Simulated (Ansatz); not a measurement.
**BP: how the settings move a relaxation**

How sensitive is a relaxation of BP to its settings? A reference run comes first, then one run with altered input.

Program: Ansatz 0.2.0. Level of theory: reference: DFT, PBEsol, PAW with Ansatz's default frozen-core files, scalar-relativistic; relaxation of cell and atoms. These are calculated values, not measurements.

**1. The starting structure**

It takes space group F-43m (No. 216, cubic). The conventional cell has a = 4.538 Å, b = 4.538 Å, c = 4.538 Å, α = 90.00°, β = 90.00°, γ = 90.00°. B (site symmetry -43m) is surrounded by 4 P at 1.97 Å. P (site symmetry -43m) has 4 B at 1.97 Å as nearest neighbours.

Structure file:

```
B P
1.0
     0.00000    2.26900    2.26900
     2.26900    0.00000    2.26900
     2.26900    2.26900    0.00000
B P
1 1
Direct
  0.00000 0.00000 0.00000
  0.75000 0.75000 0.75000
```

**2. Baseline**

Input file input.yaml:

```yaml
crystal:
  lattice:
    - [0.0, 2.269, 2.269]
    - [2.269, 0.0, 2.269]
    - [2.269, 2.269, 0.0]
  atoms:
    - { symbol: B, position: [0.0, 0.0, 0.0] }
    - { symbol: P, position: [0.75, 0.75, 0.75] }
kpoints:
  mp_grid: { grid: [16, 16, 16] }
scf:
  occupations: { method: fermi_dirac, width: 0.08 }
hamiltonian:
  xc: pbesol
  pseudopotentials: { kind: paw }
relax:
  f_tol: 0.002
  max_steps: 80
  cell: {}
output:
  forces: true
  stress: true
```

The run is started by

```console
ansatz run input.yaml --threads 1 --pin off --max-ram 1228MiB --backend cpu --events-out ev --progress --plain --runs-dir out
```

Excerpt of the output:

```text
[...]
Basis set: ecut = 420 eV, 459 PW (Γ), exchange–correlation on 48×48×48 points (8 copies of the dense FFT grid, shifted against one another)
[...]
k-points: 145 of 4096 (time reversal used)
[...]
SCF iter   1: F=—  HF=-893.589229 eV  |F-HF|=—  |Δ(HF+E_count)|=         —  Δρ=4.58e-3  dr2=6.07e-3  ethr=1.77e-3  ⟨swp⟩=6.1  Hψ=10666  notcnv=0
preconditioner: auto → none  [insulator: Δε(μ)=1.105 eV  Ē_g=12.742 eV  σ=0.080 eV  W_gap=1.00  n_scr=0 (ndim 8)  ℏωp=21.7 eV  f_vac=0.000  D(μ)=0.00/eV (n_scr^D=0)  ε∞_Penn≈3.9]
SCF iter   2: F=—  HF=-893.587894 eV  |F-HF|=—  |Δ(HF+E_count)|=   1.34e-3  Δρ=1.64e-3  dr2=6.95e-4  ethr=7.58e-5  ⟨swp⟩=1.7  Hψ=2643  notcnv=0
[...]
relax step   1: F+E_penalty+E_count = -893.58773067 eV  Δ(F+E_penalty+E_count) = +0.000e0 eV  max|allowed force component| = 3.423e-16 eV/Å  Δτ_max = 0.0000 Å  P = -1.962 GPa  Ω = 23.363 Å³  (6 SCF iters, dr2 threshold 1.00e-7 eV, accepted)
[...]
relax step   2: F+E_penalty+E_count = -893.58921708 eV  Δ(F+E_penalty+E_count) = -1.486e-3 eV  max|allowed force component| = 6.476e-17 eV/Å  Δτ_max = 0.0000 Å  P = -0.874 GPa  Ω = 23.210 Å³  energy of the carried Pulay correction = +1.280e-4 eV  (4 SCF iters,
[...]
relax step   3: F+E_penalty+E_count = -893.58964782 eV  Δ(F+E_penalty+E_count) = -4.307e-4 eV  max|allowed force component| = 1.203e-16 eV/Å  Δτ_max = 0.0000 Å  P = +0.013 GPa  Ω = 23.088 Å³  energy of the carried Pulay correction = +2.301e-4 eV  (4 SCF iters,
[...]
SCF iter   4: F=—  HF=-893.589433 eV  |F-HF|=—  |Δ(HF+E_count)|=  7.60e-10  Δρ=4.20e-7  dr2=4.70e-11  ethr=3.22e-11  ⟨swp⟩=2.2  Hψ=1703  notcnv=0
SCF iter   5: F=-893.589433 eV  HF=-893.589433 eV  |F-HF|=2.27e-13  |Δ(HF+E_count)|=  1.15e-11  Δρ=9.67e-8  dr2=1.78e-12  ethr=1.00e-12  ⟨swp⟩=5.9  Hψ=4246  notcnv=0
[...]
relax step   4: F+E_penalty+E_count = -893.58943255 eV  Δ(F+E_penalty+E_count) = +2.153e-4 eV  max|allowed force component| = 7.401e-17 eV/Å  Δτ_max = 0.0000 Å  P = -0.000 GPa  Ω = 23.088 Å³  stress off target by 4.54e-4 GPa  SCF on the basis re-selected at th
[...]
SCF converged after 5 iterations
Free energy (F): -893.589433 eV
[...]
E sigma→0 (E₀):  -893.589428 eV
[...]
Fermi energy:    9.931868 eV
[...]
  P = ⅓ Tr σ = -0.0005 GPa (-0.005 kbar)
--- Relaxed structure (3 steps of the walk, 3 accepted, 1 SCFs on fresh bases) ---
[...]
```

It took 13 s on 1 thread of Intel Xeon Platinum 8259CL at 2.50GHz (Skylake/Cascade Lake), shared host; peak memory 0.37 GiB.

**3. A further run, with the input changed**

Changes to input.yaml since step 2:

```diff
@@ -9,5 +9,5 @@
 kpoints:
-  mp_grid: { grid: [16, 16, 16] }
+  mp_grid: { grid: [10, 10, 10], shift: [0.5, 0.5, 0.5] }
 scf:
-  occupations: { method: fermi_dirac, width: 0.08 }
+  occupations: { method: fixed }
 hamiltonian:
@@ -22 +22,3 @@
   stress: true
+basis:
+  ecutwfc: "200 eV"
```

The run is started by

```console
ansatz run input.yaml --threads 1 --pin off --max-ram 1228MiB --backend cpu --events-out ev --progress --plain --runs-dir out
```

The program printed, cut to the lines that bear on the results:

```text
Warning: basis.ecutwfc = 200 eV is below the records' recommended 420 eV, and the density's cutoff is lower with it unless basis.ecutrho_ratio is high enough to keep the records' density cutoff: compare with a run at a higher cutoff
Warning: crystal.symmetry: narrowed to the stabiliser of the k-point mesh — unitary ops 24 → 6; excluded 18 operations that carry a point of the 10×10×10 mesh (shift [0.5, 0.5, 0.5]) off the mesh (the run samples exactly the mesh kpoints.mp_grid names, as under crystal.symmetry.detect: [...]
Pseudopotentials: kind: paw
Pseudopotential: B, paw, valence charge 3, recommended cutoff 420 eV (normal), B.paw.azcp
Pseudopotential: P, paw, valence charge 5, recommended cutoff 420 eV (normal), P.paw.azcp
Functional definition: PBEsol
[...]
Crystal: 2 atoms, lattice volume = 23.363 Å³
Basis set: ecut = 200 eV, 169 PW (Γ), exchange–correlation on 30×30×30 points (8 copies of the dense FFT grid, shifted against one another)
Bands: 8, of which v1, the nominal top of the filled ones, is band 4 counted from 1 (3 counted from 0)
Symmetry: 6 space group operations
k-points: 110 of 1000 (time reversal used)
[...]
SCF iter   1: F=—  HF=-892.592145 eV  |F-HF|=—  |Δ(HF+E_count)|=         —  Δρ=1.33e-2  dr2=2.63e-2  ethr=1.77e-3  ⟨swp⟩=5.3  Hψ=6227  notcnv=0  defer=205
[...]
relax step   1: F+E_penalty+E_count = -892.58785303 eV  Δ(F+E_penalty+E_count) = +0.000e0 eV  max|allowed force component| = 8.041e-4 eV/Å  Δτ_max = 0.0000 Å  P = +1.158 GPa  Ω = 23.363 Å³  (6 SCF iters, dr2 threshold 1.00e-7 eV, accepted)
[...]
relax step   4: F+E_penalty+E_count = -892.57021363 eV  Δ(F+E_penalty+E_count) = -3.184e-4 eV  max|allowed force component| = 3.937e-4 eV/Å  Δτ_max = 0.0002 Å  P = -0.000 GPa  Ω = 23.504 Å³  energy of the carried Pulay correction = -1.815e-2 eV  (3 SCF iters, dr2 threshold 4.93e-8 eV, accepted)
[...]
relax step   5: F+E_penalty+E_count = -892.59006498 eV  Δ(F+E_penalty+E_count) = -1.985e-2 eV  max|allowed force component| = 1.396e-3 eV/Å  Δτ_max = 0.0000 Å  P = +0.028 GPa  Ω = 23.504 Å³  stress off target by 3.20e-2 GPa  SCF on the basis re-selected at this cell (its energy is not [...]
SCF converged after 5 iterations
Free energy (F): -892.590065 eV
[...]
E sigma→0 (E₀):  -892.590065 eV
Fermi energy:    9.114756 eV
[...]
--- Forces (eV/Å), atoms counted from 1 ---
  atom   1  B      0.00139569     0.00139569     0.00139569
  atom   2  P     -0.00139594    -0.00139594    -0.00139594
[...]
--- Stress (GPa, compression-positive) ---
        0.028145      -0.003901      -0.003901
       -0.003901       0.028145      -0.003901
       -0.003901      -0.003901       0.028145
  P = ⅓ Tr σ = 0.0281 GPa (0.281 kbar)
--- Relaxed structure (4 steps of the walk, 4 accepted, 1 SCFs on fresh bases) ---
  F+E_penalty+E_count = -892.59006498 eV   max|allowed force component| = 1.396e-3 eV/Å   (the final SCF, on the basis selected at the relaxed cell)
  cell:  # Å, volume = 23.5045 Å³
    - [-0.0006404788450072303, 2.2732417197984716, 2.2732417197984716]
    - [2.2732417197984716, -0.0006404788450072316, 2.2732417197984716]
    - [2.2732417197984716, 2.2732417197984716, -0.0006404788450072307]
  atoms:
    - { symbol: B, position: [5.515631723926617e-6, 5.515631723926629e-6, 5.515631723926653e-6] }
    - { symbol: P, position: [0.7499944843682761, 0.7499944843682761, 0.7499944843682761] }
```

Run time: 4.9 s. Hardware: 1 thread of Intel Xeon Platinum 8259CL at 2.50GHz (Skylake/Cascade Lake), shared host; peak memory 0.33 GiB.

**4. Can this result be trusted?**

This run ends as converged, with warnings (cutoff below recommended, symmetry narrowed by mesh). Its log warns: «basis.ecutwfc = 200 eV is below the records' recommended 420 eV ...»

Fixed occupations are right only where a gap separates filled from empty bands at every k-point. This system has one (1.42 eV on the mesh), so they are sound here.

The occupations need no remedy; a run with other occupations serves as a check.

Changing the k-point mesh, smearing and cutoff moves the energy by +499.7 meV/atom (σ→0 values), and the gap on the mesh goes from 1.12 to 1.42 eV and the final volume goes from 23.09 to 23.50 Å³. More than one kind of setting changed, and this run alone doesn't tell their shares apart. A gap read on a mesh depends on which points the mesh holds, and a coarse mesh shifts the density too. The log warns that the cutoff is under what these potentials recommend, so the shift holds truncation error. Cost: 22 SCF cycles against 19, 4.9 s against 13 s.

**5. Comparison**

```
                                                                                                  run     ending          energy change  pressure (GPa)  gap (eV)  force (eV/Å)  cycles   time
                                                                                            reference  converged                      0             0.0      1.12          0.00      19   13 s
1: mp_grid.grid [10, 10, 10], mp_grid.shift [0.5, 0.5, 0.5], occupations.method fixed, ecutwfc 200 eV  converged  +499.7 meV/atom (σ→0)             0.0      1.42          0.00      22  4.9 s
```

**Reading.** Changing the k-point mesh, smearing and cutoff moves the energy by +499.7 meV/atom (σ→0 values), and the gap on the mesh goes from 1.12 to 1.42 eV and the final volume goes from 23.09 to 23.50 Å³. More than one kind of setting changed, and this run alone doesn't tell their shares apart. A gap read on a mesh depends on which points the mesh holds, and a coarse mesh shifts the density too. The log warns that the cutoff is under what these potentials recommend, so the shift holds truncation error. Cost: 22 SCF cycles against 19, 4.9 s against 13 s. Run 1 ran under the cutoff that the potentials recommend, as the log warns, so basis error is mixed into its values.
